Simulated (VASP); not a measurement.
# GaP (F-43m) in VASP: further runs, part 2 of 3

VASP 6.6.1.

## (3) Single point, PBEsol (cell and atoms relaxed tightly for response)

Contents of INCAR:

```
SYSTEM = GaP
PREC = Accurate ; ENCUT = 520
EDIFF = 1E-7 ; ISMEAR = 0
SIGMA = 0.01 ; LREAL = .FALSE.
LASPH = .TRUE. ; NELM = 100
ALGO = Normal ; ISIF = 2
LWAVE = .FALSE. ; LCHARG = .FALSE.
GGA = PS ; NBANDS = 16
```

Contents of KPOINTS:

```
regular mesh
0
G
  8 8 8
  0 0 0
```

Contents of POSCAR:

```
GaP
1.0
    0.0000000000      2.7192251075      2.7192251075
    2.7192251075      0.0000000000      2.7192251075
    2.7192251075      2.7192251075      0.0000000000
Ga P
1 1
Direct
    0.0000000000      0.0000000000      0.0000000000
    0.2500000000      0.2500000000      0.2500000000
```

Potentials or basis: VASP PAW PBE potentials, release 64 (Ga_d, P).

On the command line:

```
cat potpaw_PBE.64/Ga_d/POTCAR potpaw_PBE.64/P/POTCAR > POTCAR
mpirun -np 1 vasp_std > vasp.out
```

OUTCAR:

```text
SYSTEM = GaP
   PREC = Accurate
   ENCUT = 520
   EDIFF = 1E-7
   ISMEAR = 0
   LREAL = .FALSE.
   LASPH = .TRUE.
   NELM = 100
   ISIF = 2
   GGA = PS

 ion  position               nearest neighbor table
   1  0.000  0.000  0.000-   2 2.35   2 2.35   2 2.35   2 2.35
   2  0.250  0.250  0.250-   1 2.35   1 2.35   1 2.35   1 2.35

  LATTYP: Found a face centered cubic cell.
 ALAT       =     5.4384502150

  Lattice vectors:

 A1 = (   0.0000000000,   2.7192251075,   2.7192251075)
 A2 = (   2.7192251075,   0.0000000000,   2.7192251075)
 A3 = (   2.7192251075,   2.7192251075,   0.0000000000)

Analysis of symmetry for initial positions (statically):
=====================================================================
 Subroutine PRICEL returns:
 Original cell was already a primitive cell.

 Routine SETGRP: Setting up the symmetry group for a
 face centered cubic supercell.

 Subroutine GETGRP returns: Found 24 space group operations
 (whereof 24 operations were pure point group operations)
 out of a pool of 48 trial point group operations.

The static configuration has the point symmetry T_d .

Analysis of symmetry for dynamics (positions and initial velocities):
=====================================================================
 Subroutine PRICEL returns:
 Original cell was already a primitive cell.

 Routine SETGRP: Setting up the symmetry group for a
 face centered cubic supercell.

 Subroutine GETGRP returns: Found 24 space group operations
 (whereof 24 operations were pure point group operations)
 out of a pool of 48 trial point group operations.

The dynamic configuration has the point symmetry T_d .

 Subroutine INISYM returns: Found 24 space group operations
 (whereof 24 operations are pure point group operations),
 and found     1 'primitive' translations

----------------------------------------------------------------------------------------

                                     Primitive cell
[... 106 lines left out ...]
   ISMEAR =     0;   SIGMA  =   0.01  broadening in eV -4-tet -1-fermi 0-gaus
   EFERMI_NEDOS =   21; number of points for ismear=-14 and -15
   IALGO  =     38    algorithm
   IMIX   =      4    mixing-type and parameters
     AMIX     =   0.40;   BMIX     =  1.00
     AMIX_MAG =   1.60;   BMIX_MAG =  1.00
  volume/ion in A,a.u.               =      20.11       135.69
  Fermi-wavevector in a.u.,A,eV,Ry     =   1.252306  2.366515 21.337617  1.568271
  Thomas-Fermi vector in A             =   2.386213
   LORBIT       =      0    0 simple, 1 ext, 2 COOP (PROOUT), +10 PAW based schemes
   GGA     = PS    functional components
   LHFCALC =     F    Hartree Fock is set to
   AEXX    =    0.0000 exact exchange contribution
   IVDW    =     0    specifies the selected vdW correction
   LEPSILON=     F    determine dielectric tensor
   LRPA    =     F    only Hartree local field effects (RPA)
 non-spin polarized calculation
 Gauss-broadening in eV      SIGMA  =   0.01
  energy-cutoff  :      520.00
  volume of cell :       40.21
 maximum number of plane-waves:      1106
 NGX is ok and might be reduce to    30
   NGX = 15   NGY = 15   NGZ = 15

 number of electron      17.9999987 magnetization

 Free energy of the ion-electron system (eV)
  ---------------------------------------------------
  ext. energy  EPLUGINS =         0.00000000
  ---------------------------------------------------
  free energy    TOTEN  =        -9.92109316 eV

  energy without entropy =       -9.92109316  energy(sigma->0) =       -9.92109316

 E-fermi :   4.7594     XC(G=0): -10.0514

 val. band max:        4.6365701177   @ k =   0.0000   0.0000   0.0000
 cond. band min:       6.1394631539   @ k =   0.5000   0.5000   0.0000
 fundamental gap:      1.5028930362
 Fermi energy:         4.7593650818

 k-point     1 :       0.0000    0.0000    0.0000
  band No.  band energies     occupation
      1      -9.9159      2.00000
      2      -9.9159      2.00000
      3      -9.9159      2.00000
      4      -9.8131      2.00000
      5      -9.8131      2.00000
      6      -7.9379      2.00000
[... 433 lines left out ...]
      3      -9.8716      2.00000
      4      -9.8187      2.00000
      5      -9.8057      2.00000
      6      -5.4111      2.00000
[... 8 lines left out ...]
     15      16.5597      0.00000
     16      17.1136      0.00000

 [... further k-points ...]
[... 5 lines left out ...]
  --------------------------------------------------------------------------------------
  -------------------------------------------------------------------------------------
  Total       -0.0244220     -0.0244220     -0.0244220      0.0000000      0.0000000      0.0000000
  in kB       -0.9730291     -0.9730291     -0.9730291      0.0000000      0.0000000      0.0000000
  external PRESSURE =      -0.9730291 kB  Pullay stress =       0.0000000 kB

 VOLUME and BASIS-vectors are now :
 -----------------------------------------------------------------------------
  energy-cutoff  :      520.00
  volume of cell :       40.21
      direct lattice vectors                 reciprocal lattice vectors
     0.000000000  2.719225107  2.719225107    -0.183875913  0.183875913  0.183875913
     2.719225107  0.000000000  2.719225107     0.183875913 -0.183875913  0.183875913
     2.719225107  2.719225107  0.000000000     0.183875913  0.183875913 -0.183875913

 POSITION                                       TOTAL-FORCE (eV/Angst)
 -----------------------------------------------------------------------------------
      0.00000      0.00000      0.00000        -0.000000     -0.000000     -0.000000
      1.35961      1.35961      1.35961         0.000000      0.000000      0.000000
 -----------------------------------------------------------------------------------
    total drift:                                0.000000      0.000000      0.000000

  FREE ENERGIE OF THE ION-ELECTRON SYSTEM (eV)
  ---------------------------------------------------
  free  energy   TOTEN  =        -9.9210931592 eV

  energy  without entropy=       -9.9210931592  energy(sigma->0) =       -9.92109316
```

OSZICAR:

```text
N       E                     dE             d eps       ncg     rms          rms(c)
DAV:   1     0.790683008685E+02    0.79068E+02   -0.89737E+03   944   0.162E+03
DAV:   2    -0.407345801589E+01   -0.83142E+02   -0.79467E+02  1096   0.306E+02
DAV:   3    -0.101084395365E+02   -0.60350E+01   -0.60174E+01  1136   0.640E+01
DAV:   4    -0.102066369999E+02   -0.98197E-01   -0.98176E-01  1168   0.906E+00
DAV:   5    -0.102085733254E+02   -0.19363E-02   -0.19363E-02  1176   0.110E+00    0.415E+00
DAV:   6    -0.996249062474E+01    0.24608E+00   -0.35208E-01  1456   0.115E+01    0.264E+00
DAV:   7    -0.992369177913E+01    0.38799E-01   -0.81150E-02  1296   0.222E+00    0.987E-01
DAV:   8    -0.992089202406E+01    0.27998E-02   -0.12021E-02  1088   0.127E+00    0.180E-01
DAV:   9    -0.992104253100E+01   -0.15051E-03   -0.99917E-04  1360   0.422E-01    0.627E-02
DAV:  10    -0.992106665480E+01   -0.24124E-04   -0.58882E-05  1384   0.840E-02    0.273E-02
DAV:  11    -0.992109324868E+01   -0.26594E-04   -0.27311E-05  1072   0.519E-02    0.649E-03
DAV:  12    -0.992109315916E+01    0.89521E-07   -0.95234E-07  1160   0.101E-02
   1 F= -.99210932E+01 E0= -.99210932E+01  d E =-.107976E-69
```

It took 36 s on 1 thread of Intel Xeon Platinum 8488C (Sapphire Rapids), shared host; peak memory 0.17 GiB.

Results:

```yaml
Free_energy: -9.9211 eV
Pressure: -0.1 GPa
Band_gap_on_the_k_mesh: 1.50 eV, indirect (least direct gap 1.80 eV)
```

Caveat: the PAW data sets were made with another functional, which shifts forces and pressure a little.

## (4) Relaxation of cell and atoms, PBEsol (cell and atoms relaxed tightly for response)

Contents of INCAR:

```
SYSTEM = GaP
PREC = Accurate
ENCUT = 600
EDIFF = 1E-7
ISMEAR = 0
SIGMA = 0.01
LREAL = .FALSE.
LASPH = .TRUE.
NELM = 100
ALGO = Normal
ISIF = 3
LWAVE = .FALSE.
LCHARG = .FALSE.
GGA = PS
IBRION = 2
NSW = 80
EDIFFG = -0.001
```

KPOINTS is that of step 3.

POSCAR is that of step 3.

On the command line:

```
cat potpaw_PBE.64/Ga_d/POTCAR potpaw_PBE.64/P/POTCAR > POTCAR
mpirun -np 1 vasp_std > vasp.out
```

It took 35 s on 1 thread of Intel Xeon Platinum 8488C (Sapphire Rapids), shared host; peak memory 0.18 GiB.

The run converged. Its results:

```
Free energy                            : -9.9211 eV
Relaxed volume                         : 20.09 Å³/atom
Relaxed cell                           : a = 3.844 Å, b = 3.844 Å, c = 3.844 Å, α = 60.00°, β = 60.00°, γ = 60.00°
Space group after relaxing (to 0.05 Å) : F-43m (No. 216)
Energy gained by relaxing              : 0.0 meV/atom
Ionic steps                            : 3
Pressure after relaxing                : 0.0 GPa
Band gap on the k mesh                 : 1.50 eV, indirect (least direct gap 1.81 eV)
```

Final structure:
```yaml
crystal:
  lattice:
    - [0.00000, 2.71841, 2.71841]
    - [2.71841, 0.00000, 2.71841]
    - [2.71841, 2.71841, 0.00000]
  atoms:
    - { symbol: Ga, position: [0.00000, 0.00000, 0.00000] }
    - { symbol: P, position: [0.25000, 0.25000, 0.25000] }
```

Levels at points of the mesh, in eV from the valence-band top:
```csv
k point,band 6,band 7,band 8,band 9,band 10,band 11,band 12,band 13
"(0.00, 0.00, 0.00)",-12.58,0.00,0.00,0.00,1.81,3.82,3.82,3.82
"(0.50, 0.00, 0.00)",-10.47,-6.74,-1.14,-1.14,1.61,4.65,4.65,8.10
"(0.50, 0.50, 0.00)",-9.54,-6.84,-2.74,-2.74,1.50,1.71,10.61,10.61
```

Caveat: the PAW data sets were made with another functional, which shifts forces and pressure a little. A k mesh can miss the band edges.

(Part 2 of 3 ends here.)
